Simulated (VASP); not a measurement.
# Au in VASP: a series of runs, part 2 of 3

VASP 6.6.1. The steps go on from the part before.

### Step 4. Work function, PBEsol

Contents of INCAR:

```
SYSTEM = Au
PREC = Accurate ; ENCUT = 520
EDIFF = 1E-6 ; ISMEAR = -1
SIGMA = 0.05 ; LREAL = .False.
LASPH = .True. ; NELM = 60
ALGO = Fast ; ISIF = 2
LWAVE = .False. ; LCHARG = .True.
LDIPOL = .True. ; IDIPOL = 3
DIPOL = 0.5 0.5 0.500 ; GGA = PS
LELF = .True. ; LVHAR = .True.
LVACPOTAV = .True.
```

Contents of KPOINTS:

```
Automatic mesh
0
Gamma
  8 8 1
  0 0 0
```

Contents of POSCAR:

```
Au
1.0
    2.8226199300      0.0000000000      0.0000000000
   -1.4113099650      2.5559330250      0.0000000000
    0.0000000000      0.0000000000     27.2329240250
Au
6
Direct
    0.3346720300      0.6693440600      0.2754019360
    0.6653279700      0.3306559400      0.3652411616
    0.3346720300      0.6693440600      0.4550803872
    0.6653279700      0.3306559400      0.5449196128
    0.3346720300      0.6693440600      0.6347588384
    0.6653279700      0.3306559400      0.7245980640
```

Potentials or basis: VASP PAW PBE potentials, release 64 (Au).

Command:

```
$ cat potpaw_PBE.64/Au/POTCAR > POTCAR
$ mpirun -np 1 vasp_std > vasp.out
```

OUTCAR:

```text
SYSTEM = Au
   PREC = Accurate
   ENCUT = 520
   EDIFF = 1E-6
   ISMEAR = -1
   LREAL = .False.
   LASPH = .True.
   NELM = 60
   ISIF = 2
   GGA = PS

 ion  position               nearest neighbor table
   1  0.335  0.669  0.275-   2 2.95   2 2.95   2 2.97
   2  0.665  0.331  0.365-   1 2.95   1 2.95   3 2.95   3 2.95   1 2.97   3 2.97
   3  0.335  0.669  0.455-   2 2.95   4 2.95   2 2.95   4 2.95   2 2.97   4 2.97
   4  0.665  0.331  0.545-   3 2.95   5 2.95   3 2.95   5 2.95   3 2.97   5 2.97
   5  0.335  0.669  0.635-   6 2.95   6 2.95   4 2.95   4 2.95   6 2.97   4 2.97
   6  0.665  0.331  0.725-   5 2.95   5 2.95   5 2.97

  LATTYP: Found a base centered orthorhombic cell.
 ALAT       =     2.8226199300
 B/A-ratio  =     1.8110359088
 C/A-ratio  =     9.6481016575

  Lattice vectors:

 A1 = (   1.4113099650,  -2.5559330250,   0.0000000000)
 A2 = (   1.4113099650,   2.5559330250,   0.0000000000)
 A3 = (   0.0000000000,   0.0000000000,  27.2329240250)

Analysis of symmetry for initial positions (statically):
=====================================================================
 Subroutine PRICEL returns:
 Original cell was already a primitive cell.

 Routine SETGRP: Setting up the symmetry group for a
 base centered orthorhombic supercell.

 Subroutine GETGRP returns: Found  4 space group operations
 (whereof  4 operations were pure point group operations)
 out of a pool of  8 trial point group operations.

The static configuration has the point symmetry C_2h.

Analysis of symmetry for dynamics (positions and initial velocities):
=====================================================================
 Subroutine PRICEL returns:
 Original cell was already a primitive cell.

 Routine SETGRP: Setting up the symmetry group for a
 base centered orthorhombic supercell.

 Subroutine GETGRP returns: Found  4 space group operations
 (whereof  4 operations were pure point group operations)
 out of a pool of  8 trial point group operations.

The dynamic configuration has the point symmetry C_2h.

 Subroutine INISYM returns: Found  4 space group operations
 (whereof  4 operations are pure point group operations),
 and found     1 'primitive' translations

----------------------------------------------------------------------------------------

                                     Primitive cell

  volume of cell :     196.4700

  direct lattice vectors                    reciprocal lattice vectors
     2.822619930  0.000000000  0.000000000     0.354280783  0.195623279  0.000000000
    -1.411309965  2.555933025  0.000000000     0.000000000  0.391246559  0.000000000
     0.000000000  0.000000000 27.232924025     0.000000000  0.000000000  0.036720258

  length of vectors
     2.822619930  2.919689957 27.232924025     0.404701545  0.391246559  0.036720258

  position of ions in fractional coordinates (direct lattice)
     0.334672030  0.669344060  0.275401936
     0.665327970  0.330655940  0.365241162
     0.334672030  0.669344060  0.455080387
     0.665327970  0.330655940  0.544919613
     0.334672030  0.669344060  0.634758838
     0.665327970  0.330655940  0.724598064

[... 41 lines left out ...]
  0.500000  0.000000  0.000000      2.000000
  0.000000  0.125000  0.000000      2.000000
[... 13 lines left out ...]
  0.250000  0.375000  0.000000      2.000000
  0.000000  0.500000  0.000000      1.000000
   k-points           NKPTS =     21   k-points in BZ     NKDIM =     21   number of bands    NBANDS=     39
   number of dos      NEDOS =    301   number of ions     NIONS =      6
   total plane-waves  NPLWV = 120960
   dimension x,y,z NGX =    24 NGY =   24 NGZ =  210
   dimension x,y,z NGXF=    48 NGYF=   48 NGZF=  420
   ions per type =               6
   NGX,Y,Z   is equivalent  to a cutoff of  14.14, 13.67, 12.82 a.u.
   NGXF,Y,Z  is equivalent  to a cutoff of  28.27, 27.33, 25.64 a.u.
 SYSTEM =  Au
   PREC   = accura    normal or accurate (medium, high low for compatibility)
   ISTART =      0    job   : 0-new  1-cont  2-samecut
   ICHARG =      2    charge: 1-file 2-atom 10-const
   ISPIN  =      1    spin polarized calculation?
   LNONCOLLINEAR =      F non collinear calculations
   LSORBIT =      F    spin-orbit coupling
   LASPH  =      T    aspherical Exc in radial PAW
   ENCUT  =  520.0 eV  38.22 Ry    6.18 a.u.   5.25  5.43 50.64*2*pi/ulx,y,z
   NELM   =     60;   NELMIN=  2; NELMDL= -5     # of ELM steps
   EDIFF  = 0.1E-05   stopping-criterion for ELM
   LREAL  =      F    real-space projection
   EDIFFG = 0.1E-04   stopping-criterion for IOM
   NSW    =      0    number of steps for IOM
   IBRION =     -1    ionic relax: 0-MD 1-quasi-New 2-CG
   NFREE  =      0    steps in history (QN), initial steepest desc. (CG)
   ISIF   =      2    stress and relaxation
   ISYM   =      2    0-nonsym 1-usesym 2-fastsym
   POTIM  = 0.5000    time-step for ionic-motion
   TEBEG  =    0.0;   TEEND  =   0.0 temperature during run
   PSTRESS=    0.0 pullay stress
   NELECT =      66.0000    total number of electrons
   NUPDOWN=      -1.0000    fix difference up-down
   EMIN   =  10.00;   EMAX   =-10.00  energy-range for DOS
   EFERMI =   0.00;   METHOD = LEGACY
   ISMEAR =    -1;   SIGMA  =   0.05  broadening in eV -4-tet -1-fermi 0-gaus
   EFERMI_NEDOS =   21; number of points for ismear=-14 and -15
   IALGO  =     68    algorithm
   IMIX   =      4    mixing-type and parameters
     AMIX     =   0.40;   BMIX     =  1.00
     AMIX_MAG =   1.60;   BMIX_MAG =  1.00
  volume/ion in A,a.u.               =      32.74       220.97
  Fermi-wavevector in a.u.,A,eV,Ry     =   1.138040  2.150583 17.621374  1.295134
  Thomas-Fermi vector in A             =   2.274744
   LORBIT       =      0    0 simple, 1 ext, 2 COOP (PROOUT), +10 PAW based schemes
   GGA     = PS    functional components
   LHFCALC =     F    Hartree Fock is set to
   AEXX    =    0.0000 exact exchange contribution
   IVDW    =     0    specifies the selected vdW correction
   LEPSILON=     F    determine dielectric tensor
   LRPA    =     F    only Hartree local field effects (RPA)
 non-spin polarized calculation
 RMM-DIIS sequential band-by-band and
  energy-cutoff  :      520.00
  volume of cell :      196.47
 maximum number of plane-waves:      5350
 NGX is ok and might be reduce to    24
   NGX = 11   NGY = 11   NGZ =101

 dipolmoment           0.000000      0.000000      0.000000 electrons x Angstroem

 number of electron      66.0000000 magnetization

 dipolmoment           0.000000      0.000000     -0.000000 electrons x Angstroem

 Free energy of the ion-electron system (eV)
  ---------------------------------------------------
  ext. energy  EPLUGINS =         0.00000000
  ---------------------------------------------------
  free energy    TOTEN  =       -22.51219504 eV

  energy without entropy =      -22.48973377  energy(sigma->0) =      -22.50096440

 E-fermi :   2.2007     XC(G=0):  -7.3999

 val. band max:        2.1747053178   @ k =   0.1250   0.3750   0.0000
 cond. band min:       2.2012261296   @ k =   0.0000   0.5000   0.0000
 fundamental gap:      0.0265208118
 Fermi energy:         2.2007291342

 k-point     1 :       0.0000    0.0000    0.0000
  band No.  band energies     occupation
      1      -7.1818      2.00000
      2      -6.6292      2.00000
      3      -5.8656      2.00000
      4      -5.2017      2.00000
      5      -4.8862      2.00000
      6      -4.8857      2.00000
[... 871 lines left out ...]
     38       5.5863      0.00000
     39       6.2542      0.00000

------------------------ aborting loop because EDIFF is reached ----------------------------------------

  FORCE on cell =-STRESS in cart. coord.  units (eV):
  Direction    XX          YY          ZZ          XY          YZ          ZX
  --------------------------------------------------------------------------------------
  -------------------------------------------------------------------------------------
  Total       -6.2183304     -5.5992383     -2.8222352      0.0000000     -0.0230873      0.0000000
  in kB      -50.7093717    -45.6607861    -23.0148233      0.0000000     -0.1882726      0.0000000
  external PRESSURE =     -39.7949937 kB  Pullay stress =       0.0000000 kB

 VOLUME and BASIS-vectors are now :
 -----------------------------------------------------------------------------
  energy-cutoff  :      520.00
  volume of cell :      196.47
      direct lattice vectors                 reciprocal lattice vectors
     2.822619930  0.000000000  0.000000000     0.354280783  0.195623279  0.000000000
    -1.411309965  2.555933025  0.000000000     0.000000000  0.391246559  0.000000000
     0.000000000  0.000000000 27.232924025     0.000000000  0.000000000  0.036720258

 POSITION                                       TOTAL-FORCE (eV/Angst)
 -----------------------------------------------------------------------------------
      0.00000      1.71080      7.50000         0.000000      0.003844      0.130540
      1.41131      0.84513      9.94658         0.000000     -0.006981      0.180442
      0.00000      1.71080     12.39317         0.000000      0.011233     -0.071275
      1.41131      0.84513     14.83975        -0.000000     -0.011233      0.071275
      0.00000      1.71080     17.28634        -0.000000      0.006981     -0.180442
      1.41131      0.84513     19.73292         0.000000     -0.003844     -0.130540
 -----------------------------------------------------------------------------------
    total drift:                               -0.000000     -0.000000     -0.000000

  FREE ENERGIE OF THE ION-ELECTRON SYSTEM (eV)
  ---------------------------------------------------
  free  energy   TOTEN  =       -22.5121950417 eV

  energy  without entropy=      -22.4897337681  energy(sigma->0) =      -22.50096440

 vacuum level on the upper side and lower side of the slab         7.592         7.592
```

It took 3.9 min on 1 thread of Intel Xeon Platinum 8488C (Sapphire Rapids), shared host; peak memory 0.39 GiB.

Results:

| Property | Result |
| --- | --- |
| Free energy | -22.5122 eV |
| Largest force | 0.181 eV/Å |
| Band gap on the k mesh | none (metal or under the smearing width) |
| Work function of the upper face | 5.39 eV |
| Work function of the lower face | 5.39 eV |

Forces on the atoms (eV/Å):
```
Au   0.000  0.004  0.131
Au   0.000 -0.007  0.180
Au   0.000  0.011 -0.071
Au   0.000 -0.011  0.071
Au   0.000  0.007 -0.180
Au   0.000 -0.004 -0.131
```

Levels at points of the mesh, in eV from the Fermi level:
```
           k point  band 30  band 31  band 32  band 33  band 34  band 35  band 36  band 37  band 38  band 39
(0.00, 0.00, 0.00)    -2.37    -2.27    -2.18    -2.14    -2.09    -2.07    -0.86    -0.18     3.78     4.98
(0.50, 0.00, 0.00)    -1.47     0.29     0.30     0.66     1.20     1.58     1.68     3.94     3.95     4.54
(0.00, 0.50, 0.00)    -1.54     0.00     0.02     0.34     0.82     1.16     1.23     3.34     3.39     4.05
```

Caveat: the PAW data sets were made with another functional, which shifts forces and pressure a little.

### Step 5. Work function, RPBE

Edit INCAR of step 4 so:

```diff
@@ -8,3 +8,3 @@
 LDIPOL = .True. ; IDIPOL = 3
-DIPOL = 0.5 0.5 0.500 ; GGA = PS
+DIPOL = 0.5 0.5 0.500 ; GGA = RP
 LELF = .True. ; LVHAR = .True.
```

KPOINTS is that of step 4.

POSCAR is that of step 4.

Potentials or basis: VASP PAW PBE potentials, release 64 (Au).

Command:

```
$ cat potpaw_PBE.64/Au/POTCAR > POTCAR
$ mpirun -np 1 vasp_std > vasp.out
```

OUTCAR:

```text
SYSTEM = Au
   PREC = Accurate
   ENCUT = 520
   EDIFF = 1E-6
   ISMEAR = -1
   LREAL = .False.
   LASPH = .True.
   NELM = 60
   ISIF = 2
   GGA = RP

 ion  position               nearest neighbor table
   1  0.335  0.669  0.275-   2 2.95   2 2.95   2 2.97
   2  0.665  0.331  0.365-   1 2.95   1 2.95   3 2.95   3 2.95   1 2.97   3 2.97
   3  0.335  0.669  0.455-   2 2.95   4 2.95   2 2.95   4 2.95   2 2.97   4 2.97
   4  0.665  0.331  0.545-   3 2.95   5 2.95   3 2.95   5 2.95   3 2.97   5 2.97
   5  0.335  0.669  0.635-   6 2.95   6 2.95   4 2.95   4 2.95   6 2.97   4 2.97
   6  0.665  0.331  0.725-   5 2.95   5 2.95   5 2.97
[... 1091 lines left out ...]
  Total        2.3652595      2.5675810      3.7199510      0.0000000     -0.0386402      0.0000000
  in kB       19.2882678     20.9381634     30.3355344      0.0000000     -0.3151041      0.0000000
  external PRESSURE =      23.5206552 kB  Pullay stress =       0.0000000 kB

 VOLUME and BASIS-vectors are now :
 -----------------------------------------------------------------------------
  energy-cutoff  :      520.00
  volume of cell :      196.47
      direct lattice vectors                 reciprocal lattice vectors
     2.822619930  0.000000000  0.000000000     0.354280783  0.195623279  0.000000000
    -1.411309965  2.555933025  0.000000000     0.000000000  0.391246559  0.000000000
     0.000000000  0.000000000 27.232924025     0.000000000  0.000000000  0.036720258

 POSITION                                       TOTAL-FORCE (eV/Angst)
 -----------------------------------------------------------------------------------
      0.00000      1.71080      7.50000         0.000000      0.010458     -0.404987
      1.41131      0.84513      9.94658         0.000000     -0.020059      0.180642
      0.00000      1.71080     12.39317         0.000000      0.023778     -0.074590
      1.41131      0.84513     14.83975         0.000000     -0.023778      0.074590
      0.00000      1.71080     17.28634        -0.000000      0.020059     -0.180642
      1.41131      0.84513     19.73292         0.000000     -0.010458      0.404987
 -----------------------------------------------------------------------------------
    total drift:                               -0.000000     -0.000000     -0.000000

  FREE ENERGIE OF THE ION-ELECTRON SYSTEM (eV)
  ---------------------------------------------------
  free  energy   TOTEN  =       -15.2498410771 eV

  energy  without entropy=      -15.2276965365  energy(sigma->0) =      -15.23876881

 vacuum level on the upper side and lower side of the slab         7.597         7.597
```

OSZICAR:

```text
N       E                     dE             d eps       ncg     rms          rms(c)
DAV:   1     0.454024825868E+03    0.45402E+03   -0.31871E+04  1638   0.152E+03
DAV:   2     0.293209048195E+01   -0.45109E+03   -0.42328E+03  1907   0.312E+02
DAV:   3    -0.160995397164E+02   -0.19032E+02   -0.18504E+02  1859   0.578E+01
[... 10 lines left out ...]
RMM:  14    -0.152497935005E+02   -0.50457E-04   -0.33997E-05  1860   0.208E-02    0.114E-02
RMM:  15    -0.152498069001E+02   -0.13400E-04   -0.80815E-06  1461   0.103E-02    0.270E-03
RMM:  16    -0.152498270606E+02   -0.20160E-04   -0.60541E-06  1231   0.653E-03    0.235E-03
RMM:  17    -0.152498347055E+02   -0.76449E-05   -0.21038E-06  1112   0.358E-03    0.117E-03
RMM:  18    -0.152498409297E+02   -0.62243E-05   -0.33098E-06  1107   0.324E-03    0.171E-03
RMM:  19    -0.152498410771E+02   -0.14738E-06   -0.27573E-07   670   0.168E-03
   1 F= -.15249841E+02 E0= -.15238769E+02  d E =-.221445E-01
```

stdout:

```text
POSCAR found type information on POSCAR Au
 POSCAR found :  1 types and       6 ions
 scaLAPACK will be used
 -----------------------------------------------------------------------------
|                                                                             |
[... 23 lines left out ...]
|     field-free region was found. Please increase the size of  your cell     |
|     in the dimension of the dipole correction to obtain accurate            |
|     workfunction values.                                                    |
|                                                                             |
 -----------------------------------------------------------------------------
```

It took 3.7 min on 1 thread of Intel Xeon Platinum 8488C (Sapphire Rapids), shared host; peak memory 0.39 GiB.

Results:

```
Free energy                     : -15.2498 eV
Largest force                   : 0.405 eV/Å
Band gap on the k mesh          : none (metal or under the smearing width)
Work function of the upper face : 5.07 eV
Work function of the lower face : 5.07 eV
```

Forces in eV/Å, atoms in the order of the input:
```
Au   0.000  0.010 -0.405
Au   0.000 -0.020  0.181
Au   0.000  0.024 -0.075
Au   0.000 -0.024  0.075
Au   0.000  0.020 -0.181
Au   0.000 -0.010  0.405
```

Caveat: the PAW data sets were made with another functional, which shifts forces and pressure a little.

[end of part 2 of 3]
